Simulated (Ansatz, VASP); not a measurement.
Two plane-wave programs on Ru

```
Ru
1.0
     0.00000    1.91500    1.91500
     1.91500    0.00000    1.91500
     1.91500    1.91500    0.00000
Ru
1
Direct
  0.00000 0.00000 0.00000
```

This isn't the form of Ru at room conditions, which is hcp.

Alike in both runs: task single point; functional PBEsol; k mesh 24 × 24 × 24; occupations gaussian, width 0.15 eV; no spin polarisation.

|  | VASP | Ansatz |
| --- | --- | --- |
| version | VASP 6.6.1 | Ansatz 0.2.0 |
| potentials or method | VASP PAW PBE potentials, release 64 (Ru_pv) | scalar-relativistic, plane waves, PAW |
| plane-wave cutoff (eV) | 520 | 420 |
| valence electrons in the cell | 14 | 16 |

VASP gave:

- gap on the k mesh at the Fermi level (eV): none
- pressure (GPa): -14.7

Q: Estimate Ansatz's values.

A: gap on the k mesh at the Fermi level (eV): none; pressure (GPa): -14.6.

A gap of «none» marks a metal or a gap that the smearing closes. The two sets of potentials don't hold the same shells in valence.

Caveats: the PAW data sets were made with another functional, which shifts forces and pressure a little (VASP).
